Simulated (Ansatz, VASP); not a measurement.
**Two plane-wave programs on Pt**

File INCAR:

```
PREC = Accurate ; ENCUT = 520
EDIFF = 1E-6 ; ISMEAR = 0
SIGMA = 0.1 ; LREAL = False
LASPH = True ; NELM = 100
ALGO = Normal ; ISIF = 2
LWAVE = False ; LCHARG = False
LDIPOL = True ; IDIPOL = 3
DIPOL = 0.5 0.5 0.500 ; GGA = PE
IBRION = 2 ; NSW = 80
EDIFFG = -0.01
```

File KPOINTS:

```
Automatic mesh
0
Gamma
  10 10 1
```

POSCAR

```
Pt
1.0
    2.7746870094      0.0000000000      0.0000000000
    1.3873435047      2.4029494377      0.0000000000
    0.0000000000      0.0000000000     26.0620898252
Pt
5
Direct
    0.0000000000      0.0000000000      0.3261442216
    0.3333333333      0.3333333333      0.4130721108
    0.6666666667      0.6666666667      0.5000000000
    0.0000000000      0.0000000000      0.5869278892
    0.3333333333      0.3333333333      0.6738557784
```

Input for Ansatz:

```yaml
crystal:
  lattice:
    - [2.7746870094, 0.0, 0.0]
    - [1.3873435047, 2.4029494377, 0.0]
    - [0.0, 0.0, 26.0620898252]
  atoms:
    - { symbol: Pt, position: [0.0, 0.0, 0.3261442216] }
    - { symbol: Pt, position: [0.3333333333, 0.3333333333, 0.4130721108] }
    - { symbol: Pt, position: [0.6666666667, 0.6666666667, 0.5] }
    - { symbol: Pt, position: [0.0, 0.0, 0.5869278892] }
    - { symbol: Pt, position: [0.3333333333, 0.3333333333, 0.6738557784] }
scf:
  occupations: { method: gaussian, width: 0.1 }
output:
  forces: true
  stress: false
  write_density: true
  write_potential: true
  elf: true
  volumetric_format: npy
hamiltonian:
  xc: pbe
efield:
  axis: 3
  dipole_correction: true
kpoints:
  mp_grid: { grid: [10, 10, 1] }
relax:
  f_tol: 0.01
```

Alike in both runs: task relaxation of the atoms; functional PBE; k mesh 10 × 10 × 1; occupations gaussian, width 0.1 eV; no spin polarisation.

|  | VASP | Ansatz |
| --- | --- | --- |
| version | VASP 6.6.1 | Ansatz 0.2.0 |
| potentials or method | VASP PAW PBE potentials, release 64 (Pt) | scalar-relativistic, plane waves, PAW |
| plane-wave cutoff (eV) | 520 | 420 |
| valence electrons in the cell | 50 | 90 |

```csv
,VASP,Ansatz,Ansatz less VASP
"gap on the k mesh at the Fermi level, each at its own relaxed structure (eV)",none,none,-
energy change over the relaxation (meV/atom),-11,-12,-1.2
```

A gap of «none» marks a metal or a gap that the smearing closes. The two sets of potentials don't hold the same shells in valence. Ansatz warned: «xc_potential_rough_in_thin_density».

Caveats: the bands computed are all filled at some k points, so no gap is given. The runs have no spin-orbit coupling, so splittings on Pt are missing.
